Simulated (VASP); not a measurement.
# AlN in VASP: relaxing the cell with several functionals, part 2 of 2

VASP 6.6.1, plane waves, PAW. Earlier steps stand in the parts before.

### 4 Relaxation with LDA

Input file INCAR:

```
ENCUT = 600.000000
SIGMA = 0.020000
EDIFF = 1.00e-07
EDIFFG = -5.00e-03
GGA = CA
PREC = Accurate
IBRION = 2
ISIF = 3
ISMEAR = -1
NBANDS = 11
NELM = 120
NSW = 40
LASPH = .TRUE.
LCHARG = .FALSE.
LWAVE = .FALSE.
LREAL = .FALSE.
```

Input file KPOINTS:

```
KPOINTS created by Atomic Simulation Environment
0
Gamma
10 10 10
0 0 0
```

Input file POSCAR:

```
Al N
 1.0000000000000000
    -0.0000000000000000    2.2015394247564495    2.2015394247564495
     2.2015394247564495   -0.0000000000000000    2.2015394247564495
     2.2015394247564495    2.2015394247564495   -0.0000000000000000
 Al  N
   1   1
Cartesian
  0.0000000000000000  0.0000000000000000  0.0000000000000000
  1.1007697123782247  1.1007697123782247  1.1007697123782247
```

Potentials: the recommended LDA PAW datasets, 8 valence electrons in the neutral cell.

OSZICAR:

```text
N       E                     dE             d eps       ncg     rms          rms(c)
DAV:   1     0.133029361756E+02    0.13303E+02   -0.41100E+03  1042   0.675E+02
DAV:   2    -0.177166054812E+02   -0.31020E+02   -0.28673E+02  1255   0.136E+02
DAV:   3    -0.188291148121E+02   -0.11125E+01   -0.11097E+01  1273   0.235E+01
DAV:   4    -0.188343268246E+02   -0.52120E-02   -0.52117E-02  1175   0.196E+00
DAV:   5    -0.188343719640E+02   -0.45139E-04   -0.45139E-04  1244   0.177E-01    0.852E+00
DAV:   6    -0.164275815595E+02    0.24068E+01   -0.12823E+01  1160   0.174E+01    0.290E+00
DAV:   7    -0.163864780703E+02    0.41103E-01   -0.10552E-01  1175   0.264E+00    0.192E+00
DAV:   8    -0.163576141647E+02    0.28864E-01   -0.35307E-02  1169   0.167E+00    0.427E-01
DAV:   9    -0.163568298735E+02    0.78429E-03   -0.26311E-03  1235   0.312E-01    0.189E-01
DAV:  10    -0.163568435309E+02   -0.13657E-04   -0.15487E-04  1130   0.889E-02    0.532E-02
DAV:  11    -0.163568391363E+02    0.43946E-05   -0.40887E-06  1232   0.169E-02    0.116E-02
DAV:  12    -0.163568390649E+02    0.71356E-07   -0.12020E-07   851   0.258E-03
   1 F= -.16356839E+02 E0= -.16356839E+02  d E =-.163568E+02
       N       E                     dE             d eps       ncg     rms          rms(c)
DAV:   1    -0.164895590735E+02   -0.13272E+00   -0.31964E+00  1142   0.138E+01    0.247E+00
DAV:   2    -0.163632744007E+02    0.12628E+00   -0.61201E-01  1079   0.420E+00    0.610E-01
DAV:   3    -0.163609786225E+02    0.22958E-02   -0.12230E-02  1160   0.897E-01    0.216E-01
DAV:   4    -0.163597778825E+02    0.12007E-02   -0.55213E-04  1142   0.140E-01    0.107E-01
DAV:   5    -0.163595727562E+02    0.20513E-03   -0.16310E-04  1199   0.740E-02    0.499E-02
DAV:   6    -0.163595721550E+02    0.60116E-06   -0.15489E-06  1187   0.967E-03    0.688E-03
DAV:   7    -0.163595719783E+02    0.17677E-06   -0.79688E-07  1174   0.485E-03    0.302E-03
DAV:   8    -0.163595719784E+02   -0.17172E-09   -0.75096E-09   625   0.772E-04
   2 F= -.16359572E+02 E0= -.16359572E+02  d E =-.273291E-02
       N       E                     dE             d eps       ncg     rms          rms(c)
DAV:   1    -0.164068741933E+02   -0.47302E-01   -0.71319E-01  1127   0.636E+00    0.118E+00
DAV:   2    -0.163779565174E+02    0.28918E-01   -0.15360E-01  1082   0.209E+00    0.266E-01
DAV:   3    -0.163774718259E+02    0.48469E-03   -0.23325E-03  1169   0.399E-01    0.974E-02
DAV:   4    -0.163771864311E+02    0.28539E-03   -0.13279E-04  1151   0.687E-02    0.435E-02
DAV:   5    -0.163771475382E+02    0.38893E-04   -0.34828E-05  1190   0.331E-02    0.226E-02
DAV:   6    -0.163771473818E+02    0.15642E-06   -0.41187E-07  1211   0.466E-03    0.198E-03
DAV:   7    -0.163771473490E+02    0.32794E-07   -0.16234E-07   682   0.222E-03
   3 F= -.16377147E+02 E0= -.16377147E+02  d E =-.203083E-01
```

From OUTCAR:

```text
k-points           NKPTS =     47   k-points in BZ     NKDIM =     47   number of bands    NBANDS=     11

   NELECT =       8.0000    total number of electrons

   dimension x,y,z NGX =    28 NGY =   28 NGZ =   28
   dimension x,y,z NGXF=    56 NGYF=   56 NGZF=   56

  energy-cutoff  :      600.00
  volume of cell :       20.52
      direct lattice vectors                 reciprocal lattice vectors
    -0.000000000  2.173072214  2.173072214    -0.230088994  0.230088994  0.230088994
     2.173072214 -0.000000000  2.173072214     0.230088994 -0.230088994  0.230088994
     2.173072214  2.173072214 -0.000000000     0.230088994  0.230088994 -0.230088994

 k-points in reciprocal lattice and weights: KPOINTS created by Atomic Simulation Env
   0.00000000  0.00000000  0.00000000       0.001
   0.10000000  0.00000000  0.00000000       0.008
   0.20000000  0.00000000  0.00000000       0.008
   0.30000000  0.00000000  0.00000000       0.008
   0.40000000  0.00000000  0.00000000       0.008
   0.50000000  0.00000000  0.00000000       0.004
   0.10000000  0.10000000  0.00000000       0.006
   0.20000000  0.10000000  0.00000000       0.024
[... 39 more k-points ...]

 E-fermi :   6.3300

 k-point     1 :       0.0000    0.0000    0.0000
  band No.  band energies     occupation
      1      -9.0608      2.00000
      2       5.8508      2.00000
      3       5.8508      2.00000
      4       5.8508      2.00000
      5      10.2204      0.00000
      6      18.3329      0.00000
      7      18.3329      0.00000
      8      18.3329      0.00000
      9      23.4941      0.00000
     10      23.4941      0.00000
     11      24.9077      0.00000

 k-point     2 :       0.1000    0.0000    0.0000
  band No.  band energies     occupation
      1      -8.9086      2.00000
      2       5.0448      2.00000
      3       5.7984      2.00000
      4       5.7984      2.00000
      5      10.8599      0.00000
      6      17.9510      0.00000
      7      18.4676      0.00000
      8      18.4676      0.00000
      9      22.2296      0.00000
     10      22.2296      0.00000
     11      24.1079      0.00000

 k-point     3 :       0.2000    0.0000    0.0000
  band No.  band energies     occupation
      1      -8.4741      2.00000
      2       3.4252      2.00000
      3       5.6676      2.00000
      4       5.6676      2.00000
      5      11.9505      0.00000
      6      17.1684      0.00000
      7      18.3968      0.00000
      8      18.3968      0.00000
      9      21.6927      0.00000
     10      21.6927      0.00000
     11      23.2450      0.00000

 k-point     4 :       0.3000    0.0000    0.0000
  band No.  band energies     occupation
      1      -7.8379      2.00000
      2       1.7428      2.00000
      3       5.5180      2.00000
      4       5.5180      2.00000
      5      12.7525      0.00000
      6      16.4345      0.00000
      7      17.7308      0.00000
      8      17.7308      0.00000
      9      22.7529      0.00000
     10      22.7529      0.00000
     11      23.0618      0.00000

 k-point     5 :       0.4000    0.0000    0.0000
  band No.  band energies     occupation
      1      -7.1925      2.00000
      2       0.4123      2.00000
      3       5.4052      2.00000
      4       5.4052      2.00000
      5      13.1457      0.00000
      6      15.9152      0.00000
      7      17.1283      0.00000
      8      17.1283      0.00000
      9      23.4769      0.00000
     10      24.5792      0.00000
     11      24.5792      0.00000

 k-point     6 :       0.5000    0.0000    0.0000
  band No.  band energies     occupation
      1      -6.8947      2.00000
      2      -0.1223      2.00000
      3       5.3640      2.00000
      4       5.3640      2.00000
      5      13.2564      0.00000
      6      15.7190      0.00000
      7      16.9078      0.00000
      8      16.9078      0.00000
      9      23.7900      0.00000
     10      25.8615      0.00000
     11      25.8615      0.00000

[... the tables of k-points 7 to 47 left out ...]

  Total       -0.0060436     -0.0060436     -0.0060436     -0.0000000      0.0000000      0.0000000
  in kB       -0.4717969     -0.4717969     -0.4717969     -0.0000000      0.0000000      0.0000000
  external PRESSURE =      -0.4717969 kB  Pullay stress =       0.0000000 kB

 POSITION                                       TOTAL-FORCE (eV/Angst)
 -----------------------------------------------------------------------------------
      0.00000      0.00000      0.00000         0.000000      0.000000      0.000000
      1.08654      1.08654      1.08654        -0.000000     -0.000000     -0.000000
 -----------------------------------------------------------------------------------
    total drift:                               -0.000000     -0.000000     -0.000000

  FREE ENERGIE OF THE ION-ELECTRON SYSTEM (eV)
  ---------------------------------------------------
  free  energy   TOTEN  =       -16.3771473490 eV

  energy  without entropy=      -16.3771473490  energy(sigma->0) =      -16.37714735
```

CONTCAR

```
Al N
   1.00000000000000
    -0.0000000000000000    2.1730722142435126    2.1730722142435126
     2.1730722142435126   -0.0000000000000000    2.1730722142435126
     2.1730722142435126    2.1730722142435126   -0.0000000000000000
  Al              N
     1     1
Direct
     0.0000000000000000    0.0000000000000000    0.0000000000000000
     0.2500000000000000    0.2500000000000000    0.2500000000000000

  0.00000000E+00  0.00000000E+00  0.00000000E+00
  0.00000000E+00  0.00000000E+00  0.00000000E+00
```

|  | before | after | change |
| --- | --- | --- | --- |
| a (Å) | 4.403 | 4.346 | -1.29 % |
| volume (Å³/atom) | 10.670 | 10.262 | -3.83 % |
| shortest distance (Å) | 1.907 | 1.882 | -1.29 % |
| space group | F-43m | F-43m | same |

### 5 The relaxed cells

What follows sums up all 2 parts.

```
 level  a (Å)  volume (Å³/atom)  space group
r2SCAN  4.367            10.412        F-43m
PBEsol  4.377            10.478        F-43m
   LDA  4.346            10.262        F-43m
```

**Reading.** The r2SCAN run changed the volume by -2.4 % from its own start of 10.67 Å³/atom. LDA gives the smallest cell and PBEsol the largest, 2.1 % apart in volume.
